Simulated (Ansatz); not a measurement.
# HfC: from a first cell to all-electron results, part 2 of 2

What cell, bands and charges does HfC have, and do the methods agree? The runs shown use PAW, LAPW and crystal datasets. Its runs: cell and atoms relaxed (PAW); the reference run (LAPW, PAW and crystal datasets).

Ansatz 0.2.0; DFT PBEsol; a database cell (COD). «Crystal datasets» are all-electron PAW datasets made for this crystal. Earlier steps stand in the parts before.

### Step 3. The relaxed cell, LAPW

The input, input.yaml:

```yaml
crystal:
  lattice:
    - [0.0, 2.3035719786, 2.3035719786]
    - [2.3035719786, 0.0, 2.3035719786]
    - [2.3035719786, 2.3035719786, 0.0]
  atoms:
    - { symbol: Hf, position: [0.5, 0.5, 0.5] }
    - { symbol: C, position: [0.0, 0.0, 0.0] }
kpoints:
  mp_grid: { grid: [15, 15, 15] }
  band_path:
    path:
      - [0.0, 0.0, 0.0]
      - [0.5, 0.0, 0.5]
      - [0.625, 0.25, 0.625]
      - [0.375, 0.375, 0.75]
      - [0.0, 0.0, 0.0]
      - [0.5, 0.5, 0.5]
      - [0.5, 0.25, 0.75]
      - [0.5, 0.0, 0.5]
    npoints: 14
scf:
  occupations: { method: fermi_dirac, width: 0.05 }
hamiltonian:
  xc: pbesol
  pseudopotentials: { kind: all_electron, lapw: { basis_error: 0.0005 } }
output:
  forces: true
  stress: true
  eigenvalues: true
  populations: true
```

Started as:

```
$ ansatz run input.yaml --threads 1 --pin off --max-ram 2048MiB --backend cpu --events-out ev --progress --plain --runs-dir out
```

Standard output:

```text
Hf: projections on atomic orbitals take those of the free atom 1s2 2s2 2p6 3s2 3p6 3d10 4s2 4p6 4d10 4f14 5s2 5p6 5d2 6s2, of charge +0.00 (hamiltonian.pseudopotentials.projection_atoms)
C: projections on atomic orbitals take those of the free atom 1s2 2s2 2p2, of charge +0.00 (hamiltonian.pseudopotentials.projection_atoms)
LAPW: plane waves up to 9.367 Å⁻¹, error target 5.0e-4 eV per atom; small_component_spin mean_spin; C in spheres of 0.948 Å, 6 of its electrons in bands, Dirac shells []; Hf in spheres of 1.355 Å, 42 of its electrons in bands, Dirac shells []
Engine: ansatz 0.2.0
Pseudopotentials: kind: all_electron
Pseudopotential: Hf, LAPW, valence charge 42, Koelling and Harmon's equation, gaussian nucleus
Pseudopotential: C, LAPW, valence charge 6, Koelling and Harmon's equation, gaussian nucleus
Functional definition: PBEsol
  exchange = pbesol_x
  correlation = pbesol_c
Crystal: 2 atoms, lattice volume = 24.448 Å³
Basis set: ecut = 334.28652812047505 eV, 331 PW (Γ), exchange–correlation at level 2
Bands: 29, of which v1, the nominal top of the filled ones, is band 24 counted from 1 (23 counted from 0)
Symmetry: 48 space group operations
Space group: Fm-3m (ITA 225), of the structure as read, at distance tolerance 2.9e-5 Å
k-points: 120 of 3375
Non-local potential: Hf, projectors of the file, none
Non-local potential: C, projectors of the file, none
Initial density: superposition of atomic densities (chi_scale 0.1, normalization cell, long waves kept (reshape's long-wave potential 0.00 eV rms))
Initial wavefunctions: plane waves of lowest kinetic energy (no species holds an atomic orbital)
Functional: x = pbesol(κ = 0.804, μ = 0.12345679012345678), c = pbesol(β = 0.046)
iter 1 solved again at ethr=1.14e-2 eV; its pass at ethr=1.00e-1 eV (dr2=5.47e0 eV) is discarded
SCF iter   1: F=—  HF=-411163.417123 eV  |F-HF|=—  |Δ(HF+E_count)|=         —  Δρ=1.27e-1  dr2=5.47e0  ethr=1.14e-2  ⟨swp⟩=2.0  Hψ=20818  notcnv=0
preconditioner: auto → Kerker (q_TF=auto, 3.053 Å⁻¹)  [metal: Δε(μ)=0.082 eV  Ē_g=18.151 eV  σ=0.050 eV  W_gap=0.39  n_scr=14 (ndim 8)  ℏωp=39.7 eV  f_vac=0.000  D(μ)=0.12/eV (n_scr^D=0)]
iter 2 solved again at ethr=5.63e-4 eV; its pass at ethr=1.14e-2 eV (dr2=2.70e-1 eV) is discarded
SCF iter   2: F=—  HF=-411161.610898 eV  |F-HF|=—  |Δ(HF+E_count)|=    1.81e0  Δρ=3.00e-2  dr2=2.70e-1  ethr=5.63e-4  ⟨swp⟩=2.0  Hψ=17755  notcnv=0
SCF iter   3: F=—  HF=-411161.586224 eV  |F-HF|=—  |Δ(HF+E_count)|=         —  Δρ=2.77e-2  dr2=2.68e-1  ethr=5.62e-4  ⟨swp⟩=2.0  Hψ=10718  notcnv=0
the basis was enlarged: its passes take 411.2 KiB over the memory plan, 1 of 1 planned eigensolver slots
SCF iter   4: F=—  HF=-411161.579525 eV  |F-HF|=—  |Δ(HF+E_count)|=   6.70e-3  Δρ=1.63e-2  dr2=9.54e-2  ethr=5.58e-4  ⟨swp⟩=2.0  Hψ=9680  notcnv=0
SCF iter   5: F=—  HF=-411161.540278 eV  |F-HF|=—  |Δ(HF+E_count)|=   3.92e-2  Δρ=3.70e-3  dr2=4.18e-3  ethr=1.99e-4  ⟨swp⟩=2.5  Hψ=10873  notcnv=0
SCF iter   6: F=—  HF=-411161.539455 eV  |F-HF|=—  |Δ(HF+E_count)|=   8.23e-4  Δρ=1.21e-3  dr2=5.03e-4  ethr=8.70e-6  ⟨swp⟩=2.0  Hψ=10388  notcnv=0
SCF iter   7: F=—  HF=-411161.539420 eV  |F-HF|=—  |Δ(HF+E_count)|=   3.50e-5  Δρ=4.53e-4  dr2=6.61e-5  ethr=1.05e-6  ⟨swp⟩=2.0  Hψ=10388  notcnv=0
SCF iter   8: F=—  HF=-411161.539418 eV  |F-HF|=—  |Δ(HF+E_count)|=   1.58e-6  Δρ=1.12e-4  dr2=3.42e-6  ethr=1.38e-7  ⟨swp⟩=2.0  Hψ=10388  notcnv=0
SCF iter   9: F=—  HF=-411161.539417 eV  |F-HF|=—  |Δ(HF+E_count)|=   1.08e-6  Δρ=4.20e-5  dr2=5.09e-7  ethr=7.13e-9  ⟨swp⟩=2.5  Hψ=10572  notcnv=0
SCF iter  10: F=-411161.539417 eV  HF=-411161.539417 eV  |F-HF|=2.89e-8  |Δ(HF+E_count)|=   1.21e-7  Δρ=1.10e-5  dr2=3.23e-8  ethr=1.06e-9  ⟨swp⟩=2.5  Hψ=10566  notcnv=0
SCF 1 converged in 10 iterations: F = -411161.539417 eV  dr2 = 3.23e-8
NSCF: frozen V_eff on 99 k-points
SCF converged after 10 iterations
Free energy (F): -411161.539417 eV
Harris-Foulkes:  -411161.539417 eV  (|F-HF|=2.89e-8)
Internal energy: -411161.536340 eV  (E = F + TS)
E sigma→0 (E₀):  -411161.537879 eV
Entropy (-TS):   -0.003077 eV (-1.539 meV/atom)
Fermi energy:    20.935122 eV
--- Per-component energies (eV) ---
  E_band       = -4243.807701
  E_kinetic    = 457332.634582
  E_xc         = -8434.844271
  E_electrostatic = -860059.326652  (all electrons and nuclei)
  E_smearing   = -0.003077  (= −TS)
  E_closure    = 0.000000  (closes the sum)
  E_atoms      = -411142.005238  (free atoms, spherical and without spin; not in F)
  Σ components = -411161.539417   (vs F -411161.539417, Δ=0.00e0)
  Basis errors (estimates in eV, not in F): energy 1.8e-4 per atom: plane waves 1.6e-4 (9.0e-5 summed), levels above the bands 3.3e-65, relativity 1.9e-8, radial functions 2.0e-5, core shells 1.5e-7; eigenvalues (radial functions only) 2.4e-6; not estimated: angular momenta, meshes, grids; target (lapw.basis_error) 5.0e-4; muffin-tin radii C 0.948 Å, Hf 1.355 Å
--- Forces (eV/Å), atoms counted from 1 ---
  atom   1  Hf     0.00000000    -0.00000000    -0.00000000
  atom   2  C     -0.00000000     0.00000000     0.00000000
  max |Σ_I F_I| component: 2.96e-31 eV/Å
--- Stress (GPa, compression-positive) ---
        0.008219       0.000000       0.000000
        0.000000       0.008219       0.000000
        0.000000       0.000000       0.008219
  P = ⅓ Tr σ = 0.0082 GPa (0.082 kbar)
--- Band table (eV; the first three rows and the last of 120) ---
  k-point 0: bands = ["-351.1330", "-351.1330", "-351.1330", "-242.2334", "-179.2216", "-179.2216", "-179.2216", "-179.2045", "-179.2045", "-40.0032", "-8.4540", "-8.4540", "-8.4540", "8.5055", "10.0243", "10.0296", "10.0296", "10.0296", "10.1218", "10.1218", "10.1218", "22.0501", "22.0501", "22.0501", "22.2704", "22.2704", "22.2704", "24.3641", "24.3641"]
  k-point 1: bands = ["-351.1330", "-351.1330", "-351.1330", "-242.2334", "-179.2216", "-179.2216", "-179.2216", "-179.2045", "-179.2045", "-40.0011", "-8.4893", "-8.4574", "-8.4574", "8.6205", "10.0261", "10.0316", "10.0325", "10.0325", "10.1191", "10.1191", "10.1219", "21.1578", "21.4288", "21.4288", "22.5381", "22.5381", "22.8843", "24.9552", "24.9552"]
  k-point 2: bands = ["-351.1330", "-351.1330", "-351.1330", "-242.2334", "-179.2216", "-179.2216", "-179.2216", "-179.2045", "-179.2045", "-39.9954", "-8.5877", "-8.4668", "-8.4668", "8.9502", "10.0309", "10.0408", "10.0408", "10.0422", "10.1115", "10.1115", "10.1222", "19.9983", "20.5317", "20.5317", "22.9198", "22.9198", "23.3409", "26.1702", "26.1702"]
  k-point 119: bands = ["-351.1330", "-351.1330", "-351.1330", "-242.2334", "-179.2216", "-179.2216", "-179.2216", "-179.2045", "-179.2045", "-39.9411", "-8.9369", "-8.9081", "-8.7166", "9.9949", "10.0554", "10.0646", "10.0673", "10.0877", "10.0937", "10.0942", "11.3544", "17.6696", "18.1805", "18.3788", "24.3073", "25.0258", "27.8413", "28.3511", "29.5544"]
--- Löwdin populations: 2 sites ---
  site symbol       q [e]
     0     Hf     71.3017
     1      C      6.6641
  spilling = 0.000438 (of n_electrons = 78.000000)
```

Wall time 46 s (1 thread of Intel Xeon Platinum 8259CL at 2.50GHz (Skylake/Cascade Lake), shared host); peak memory 0.56 GiB.

Result: pressure 0.01 GPa; no gap.

At the corners of the path (eV, zero at the Fermi level):

```csv
point,band 21,band 22,band 23,band 24,band 25,band 26,band 27
Γ,-10.81,1.12,1.12,1.12,1.34,1.34,1.34
X,-10.51,-2.57,-1.93,-0.01,-0.01,5.44,6.92
U,-9.70,-3.58,-2.74,-1.66,1.59,5.92,6.32
K,-9.70,-3.58,-2.74,-1.66,1.59,5.92,6.32
Γ,-10.81,1.12,1.12,1.12,1.34,1.34,1.34
L,-8.31,-6.31,-3.11,-3.11,5.43,5.43,5.91
W,-9.59,-3.04,-2.75,-2.75,3.74,3.74,6.94
X,-10.51,-2.57,-1.93,-0.01,-0.01,5.44,6.92
```

### Step 4. The relaxed cell, PAW

The input, input.yaml:

```yaml
crystal:
  lattice:
    - [0.0, 2.3035719786, 2.3035719786]
    - [2.3035719786, 0.0, 2.3035719786]
    - [2.3035719786, 2.3035719786, 0.0]
  atoms:
    - { symbol: Hf, position: [0.5, 0.5, 0.5] }
    - { symbol: C, position: [0.0, 0.0, 0.0] }
kpoints:
  mp_grid: { grid: [15, 15, 15] }
scf:
  occupations: { method: fermi_dirac, width: 0.05 }
hamiltonian:
  xc: pbesol
  pseudopotentials: { kind: paw }
output:
  forces: true
  stress: true
  eigenvalues: true
  populations: true
  write_density: true
  write_potential: true
  elf: true
  volumetric_format: npy
```

Started as:

```
$ ansatz run input.yaml --threads 1 --pin off --max-ram 2048MiB --backend cpu --events-out ev --progress --plain --runs-dir out
```

Standard output, shortened:

```text
[...]
Pseudopotentials: kind: paw
Pseudopotential: Hf, paw, valence charge 26, recommended cutoff 420 eV (normal)
Pseudopotential: C, paw, valence charge 4, recommended cutoff 420 eV (normal)
Functional definition: PBEsol
[...]
Crystal: 2 atoms, lattice volume = 24.448 Å³
Basis set: ecut = 420 eV, 531 PW (Γ), exchange–correlation on 48×48×48 points (8 copies of the dense FFT grid, shifted against one another)
Bands: 19, of which v1, the nominal top of the filled ones, is band 15 counted from 1 (14 counted from 0)
Symmetry: 48 space group operations
Space group: Fm-3m (ITA 225), of the structure as read, at distance tolerance 2.9e-5 Å
k-points: 120 of 3375
[...]
SCF iter   1: F=—  HF=-15846.713707 eV  |F-HF|=—  |Δ(HF+E_count)|=         —  Δρ=9.46e-3  dr2=2.73e-2  ethr=1.77e-3  ⟨swp⟩=5.2  Hψ=9480  notcnv=0
[...]
SCF converged after 7 iterations
Free energy (F): -15846.706719 eV
[...]
E sigma→0 (E₀):  -15846.705181 eV
Entropy (-TS):   -0.003075 eV (-1.538 meV/atom)
Fermi energy:    20.567787 eV
[...]
--- Forces (eV/Å), atoms counted from 1 ---
  atom   1  Hf     0.00000000    -0.00000000    -0.00000000
  atom   2  C     -0.00000000     0.00000000     0.00000000
[...]
--- Stress (GPa, compression-positive) ---
       -0.038601      -0.000000       0.000000
        0.000000      -0.038601      -0.000000
        0.000000       0.000000      -0.038601
  P = ⅓ Tr σ = -0.0386 GPa (-0.386 kbar)
--- Band table (eV; the first three rows and the last of 120) ---
  k-point 0: bands = ["-40.3691", "-8.8217", "-8.8217", "-8.8217", "8.1401", "9.6630", "9.6685", "9.6685", "9.6685", "9.7607", "9.7607", "9.7607", "21.6791", "21.6791", "21.6791", "21.9058", "21.9058", "21.9058", "24.0005"]
[...]
--- Löwdin populations: 2 sites ---
  site symbol       q [e]
     0     Hf     25.2887
     1      C      4.6728
  spilling = 0.001281 (of n_electrons = 30.000000)
```

Wall time 5.6 s (1 thread of Intel Xeon Platinum 8259CL at 2.50GHz (Skylake/Cascade Lake), shared host); peak memory 0.42 GiB.

Read from it: pressure -0.04 GPa; no gap.

The fields are shown in the conventional cell of this run's space group, carried over from its grid by interpolation.

Density in a lattice plane of the grid's cell (edges 4.61 and 4.61 Å, at 0.000 of the third edge), which holds Hf and C.

Values in e/Å³, 12 rows by 12 columns:
```
 1.61  1.28  0.63  0.40  1.66  9.97 18.80  9.96  1.66  0.40  0.63  1.28
 0.80  0.63  0.36  0.24  0.42  1.66  2.98  1.66  0.42  0.24  0.36  0.63
 0.52  0.40  0.24  0.19  0.24  0.40  0.52  0.40  0.24  0.19  0.24  0.40
 2.98  1.66  0.42  0.24  0.36  0.63  0.80  0.63  0.36  0.24  0.42  1.66
18.80  9.97  1.66  0.40  0.63  1.28  1.61  1.28  0.63  0.40  1.66  9.96
32.78 18.80  2.98  0.52  0.80  1.61  1.65  1.61  0.80  0.52  2.98 18.80
18.80  9.96  1.66  0.40  0.63  1.28  1.61  1.28  0.63  0.40  1.66  9.97
 2.98  1.66  0.42  0.24  0.36  0.63  0.80  0.63  0.36  0.24  0.42  1.66
 0.52  0.40  0.24  0.19  0.24  0.40  0.52  0.40  0.24  0.19  0.24  0.40
 0.80  0.63  0.36  0.24  0.42  1.66  2.98  1.66  0.42  0.24  0.36  0.63
 1.61  1.28  0.63  0.40  1.66  9.96 18.80  9.97  1.66  0.40  0.63  1.28
 1.65  1.61  0.80  0.52  2.98 18.80 32.78 18.80  2.98  0.52  0.80  1.61
```
Columns run along the first of these edges and rows up along the second, over one cell in 12 and 12 even steps from the bottom left corner. Atoms in the plane (fractional): Hf at (0.00, 0.50), Hf at (0.50, 0.00), C at (0.00, 0.00), C at (0.50, 0.50).

ELF in the same plane.

Ten even steps from ' ' (0.01) to '@' (0.85):
```
..--##@@@@**::::**@@@@@@@@@@@@@@**::::**@@@@##--
**##%%@@%%++::..==##@@@@@@@@@@##==..::++%%@@%%##
%%@@@@%%##++::..::==**##%%##**==::..::++##%%@@@@
********++--::......::--==--::......::--++******
::::::::::::::::::::::::::::::::::::::::::::::::
==--::......::--++**************++--::......::--
%%##**==::..::++##%%@@@@%%@@@@%%##++::..::==**##
@@@@@@##==..::++%%@@%%##**##%%@@%%++::..==##@@@@
@@@@@@@@**::::**@@@@##--..--##@@@@**::::**@@@@@@
%%@@@@@@##--::**@@%%++..  ..++%%@@**::--##@@@@@@
@@@@@@@@**::::**@@@@##--..--##@@@@**::::**@@@@@@
@@@@@@##==..::++%%@@%%##**##%%@@%%++::..==##@@@@
%%##**==::..::++##%%@@@@%%@@@@%%##++::..::==**##
==--::......::--++**************++--::......::--
::::::::::::::::::::::::::::::::::::::::::::::::
********++--::......::--==--::......::--++******
%%@@@@%%##++::..::==**##%%##**==::..::++##%%@@@@
**##%%@@%%++::..==##@@@@@@@@@@##==..::++%%@@%%##
..--##@@@@**::::**@@@@@@@@@@@@@@**::::**@@@@##--
  ..++%%@@**::--##@@@@@@%%@@@@@@##--::**@@%%++..
```
Columns run along the first of these edges and rows up along the second, over one cell in 24 and 20 even steps from the bottom left corner. Atoms in the plane (fractional): Hf at (0.00, 0.50), Hf at (0.50, 0.00), C at (0.00, 0.00), C at (0.50, 0.50).

Both are smooth fields of the valence electrons: close to the nuclei they are not physical.

The highest ELF values outside the cores: 0.80 in the shell around C, 0.8 Å from C.

### Step 5. The relaxed cell, crystal datasets

Edit input.yaml of step 4 so:

```diff
@@ -14,3 +14,3 @@
   xc: pbesol
-  pseudopotentials: { kind: paw }
+  pseudopotentials: { kind: all_electron, datasets: crystal }
 output:
@@ -19,6 +19,2 @@
   eigenvalues: true
-  populations: true
-  write_density: true
-  write_potential: true
-  elf: true
-  volumetric_format: npy
+  efg: { contact_densities: true }
```

Started as:

```
$ ansatz run input.yaml --threads 1 --pin off --max-ram 2048MiB --backend cpu --events-out ev --progress --plain --runs-dir out
```

Standard output, shortened:

```text
[...]
Hf: output.efg is read without spin–orbit coupling, which moves field gradients at and beside such atoms by some per cent and up to a factor of two; PAW files take it under magnetization.noncollinear and magnetization.spin_orbit
[...]
Pseudopotentials: kind: all_electron
Pseudopotential: Hf, paw, valence charge 26, recommended cutoff 400 eV (normal), Koelling and Harmon's equation, gaussian nucleus
Pseudopotential: C, paw, valence charge 4, recommended cutoff 400 eV (normal), Koelling and Harmon's equation, gaussian nucleus
Functional definition: PBEsol
[...]
Crystal: 2 atoms, lattice volume = 24.448 Å³
Basis set: ecut = 400 eV, 459 PW (Γ), exchange–correlation on 48×48×48 points (8 copies of the dense FFT grid, shifted against one another)
Bands: 19, of which v1, the nominal top of the filled ones, is band 15 counted from 1 (14 counted from 0)
Symmetry: 48 space group operations
[...]
  atom   1  Hf     0.00000000    -0.00000000     0.00000000
  atom   2  C     -0.00000000     0.00000000    -0.00000000
[...]
--- Stress (GPa, compression-positive) ---
        0.006832      -0.000000       0.000000
       -0.000000       0.006832      -0.000000
       -0.000000      -0.000000       0.006832
  P = ⅓ Tr σ = 0.0068 GPa (0.068 kbar)
--- PAW observables at the nuclei: V_zz in 10²¹ V/m², potentials from the cell's mean, atoms counted from 1 ---
  atom   1  Hf V_zz =    -0.000000   η = 0.0000   by run symmetry: forbidden
            electrostatic potential = -14182.692814 V   contact ρ = 7515524.575214 e/Å³
  atom   2  C  V_zz =    +0.000000   η = 0.0000   by run symmetry: forbidden
            electrostatic potential = -427.099018 V   contact ρ = 862.200149 e/Å³
--- Band table (eV; the first three rows and the last of 120) ---
  k-point 0: bands = ["-40.0032", "-8.4541", "-8.4541", "-8.4541", "8.5054", "10.0245", "10.0295", "10.0295", "10.0295", "10.1218", "10.1218", "10.1218", "22.0500", "22.0500", "22.0500", "22.2704", "22.2704"]
[...]
```

It took 22 s on 1 thread of Intel Xeon Platinum 8259CL at 2.50GHz (Skylake/Cascade Lake), shared host; peak memory 0.63 GiB.

This run gives: pressure 0.01 GPa; no gap.

### Step 6. All runs together

| run | pressure (GPa) | SCF cycles, all passes |
| --- | --- | --- |
| Relaxed cell, LAPW | 0.01 | 10 |
| Relaxed cell, PAW | -0.04 | 7 |
| Relaxed cell, crystal datasets | 0.01 | 10 |

### Step 7. Results

The summary covers parts 1 to 2.

| quantity | value |
| --- | --- |
| volume, relaxed (PAW) | 12.224 Å³/atom, Fm-3m |
| gap (LAPW) | none |

In words: Relaxing changes the volume by -2.7 %, to 12.22 Å³/atom. There is no gap at this level; the crystal is a metal here. In pressure, PAW differs from LAPW by -0.05 GPa. Spin-orbit coupling is left out, though the cell holds Hf; in elements this heavy it can shift bands and gaps by tenths of an eV.
